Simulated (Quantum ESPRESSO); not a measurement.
# MnS (Browneite): exchange couplings by hand from total energies

Can a spin model with one coupling foretell the energy of a further order of MnS (Browneite)?

Method: PBE with U = 4 eV on Mn d (ortho-atomic projectors); plane waves with GBRV 1.5 PBE potentials, no spin-orbit coupling, in Quantum ESPRESSO 7.5.

### Step 1. Set-up

Symmetry: F-43m, No. 216, cubic system. Conventional cell: a = 5.600 Å, b = 5.600 Å, c = 5.600 Å, α = 90.00°, β = 90.00°, γ = 90.00°. Nearest to Mn lie 4 S at 2.42 Å. Nearest to S lie 4 Mn at 2.42 Å. Farther neighbours and most contacts between anions are not listed.

The cell comes from the Crystallography Open Database.

### Step 2. The parallel order

All energies count from this run.

File pw.in:

```
&CONTROL
  calculation = 'scf'
  prefix = 'pwscf'
  outdir = './tmp'
  pseudo_dir = './pseudo'
  disk_io = 'nowf'
/
&SYSTEM
  ibrav = 0
  celldm(1) = 8
  nat = 2
  ntyp = 2
  ecutwfc = 40
  ecutrho = 280
  nbnd = 19
  occupations = 'smearing'
  smearing = 'fd'
  degauss = 0.00146997
  nspin = 2
  starting_magnetization(1) = 0.3
  starting_magnetization(2) = 0
/
&ELECTRONS
  conv_thr = 4d-09
  electron_maxstep = 150
  mixing_beta = 0.3
/
ATOMIC_SPECIES
Mn     54.9380 mn_pbe_v1.5.uspp.F.UPF
S      32.0600 s_pbe_v1.4.uspp.F.UPF
CELL_PARAMETERS alat
   0.0000000000000    0.6614041436190    0.6614041436190
   0.6614041436190    0.0000000000000    0.6614041436190
   0.6614041436190    0.6614041436190    0.0000000000000
ATOMIC_POSITIONS crystal
Mn      0.0000000000    0.0000000000    0.0000000000
S       0.2500000000    0.2500000000    0.2500000000
K_POINTS automatic
10 10 10 0 0 0
HUBBARD {ortho-atomic}
U Mn-3d 4.0000
```

Started as:

```sh
$ OMP_NUM_THREADS=1 mpirun -n 2 pw.x -nk 2 -in pw.in > pw.out
```

Log:

```text
Program PWSCF v.7.5 starts
     [... lines left out ...]
     number of atoms/cell      =            2
     [... lines left out ...]
     number of electrons       =        21.00
     number of Kohn-Sham states=           19
     kinetic-energy cutoff     =      40.0000  Ry
     charge density cutoff     =     280.0000  Ry
     scf convergence threshold =      4.0E-09
     [... lines left out ...]
     24 Sym. Ops. (no inversion) found
     [... lines left out ...]
     number of k points=    47  Fermi-Dirac smearing, width (Ry)=  0.0015
     [... lines left out ...]
     iteration # 10     ecut=    40.00 Ry     beta= 0.30
     [... lines left out ...]
     Magnetic moment per site  (integrated on atomic sphere of radius R)
     atom   1 (R=0.236)  charge= 12.9056  magn=  4.3638
     atom   2 (R=0.236)  charge=  4.2534  magn=  0.0485
     [... lines left out ...]
     Tr[ns(  1)] (up, down, total) =   4.95749  0.26084  5.21833
     [... lines left out ...]
     the Fermi energy is     7.8461 ev
!    total energy              =    -235.32789821 Ry
     estimated scf accuracy    <          1.3E-09 Ry
     smearing contrib. (-TS)   =      -0.00000000 Ry
     [... lines left out ...]
     total magnetization       =     5.00 Bohr mag/cell
     absolute magnetization    =     5.00 Bohr mag/cell
     convergence has been achieved in  10 iterations
   JOB DONE.
```

The job ended after 19 s (2 MPI ranks of Arm Neoverse V1, shared host; peak memory 0.24 GiB).

Spin moment in the atom's sphere by atom:

```tsv
atom	spin moment in the atom's sphere (μB)
Mn1	4.36
S2	0.05
```

Numbers from this step:

- smearing term TS: 1.95e-16 eV
- magnetization: 5 μB
- absolute magnetization: 5 μB
- final state: ferromagnetic

### Step 3. The orders used for the fit

The other orders were run with the same settings, on meshes that hold the same points. Free energies are divided by the number of Mn atoms; q is in fractions of the reciprocal vectors of the first run's cell.

```tsv
order	atoms	mesh	free energy (eV)	eV per Mn	largest moment (μB)
F +	2	10×10×10	-3201.7992	-3201.7992	4.36
AF q=(0,0,1/2) +-	4	10×10×5	-6403.7579	-3201.8789	4.31
```

### Step 4. Counting neighbours

With E = −Σ J e_i·e_j over ordered pairs of unit vectors, turning a neighbour from parallel to opposed costs 2J a Mn atom. So an order lies 2 Σ n J over the parallel one, n being the opposed neighbours in each shell.

```tsv
shell	distance (Å)	neighbours	opposed in AF q=(0,0,1/2) +-	opposed in AF q=(0,1/2,1/2) +-
J1	3.96	12	6	8
J2	5.60	6	6	0
```

Only J1 is kept, as an effective coupling that takes up all reversed shells.

### Step 5. Solving

```
2 × 6 × J1 = -79.8 meV    (AF q=(0,0,1/2) +-)
J1 = -6.65 meV
```

### Step 6. The test

The couplings now give the orders that were left out:

```
2 × 8 × (-6.65) = -106.4 meV    (AF q=(0,1/2,1/2) +-)
```

The runs themselves:

```tsv
order	atoms	mesh	free energy (eV)	eV per Mn	largest moment (μB)	over the parallel order (meV)	foretold (meV)
AF q=(0,1/2,1/2) +-	4	10×5×10	-6403.8053	-3201.9027	4.29	-103.5	-106.4
```

### Step 7. Results

- effective J1 (Mn–Mn at 3.96 Å): -6.65 meV
- largest miss on the orders left out: 2.9 meV

What this shows: The model misses the order left out by 2.9 meV, 2.8 % of the largest energy difference, so it holds on this test. The largest moment changes by 1.6 % between the orders. Shells that were dropped are folded into the couplings or show in the miss.

[Logs and program files are shortened in this print: banners, set-up blocks, solver, clock and traceback lines can be left out without a mark of their own.]

[Logs are printed without paths, hosts, clocks, repeated set-up lines and the standing remarks that a program may print on its own settings, such as how far it seeks lower states.]

[Hosts, paths, dates, database ids (printed as entryN), source tags and the programs' standing remarks are cut or masked in the printed files.]

[Where a cell is said to come from a database of computed structures, the database is the Materials Project.]
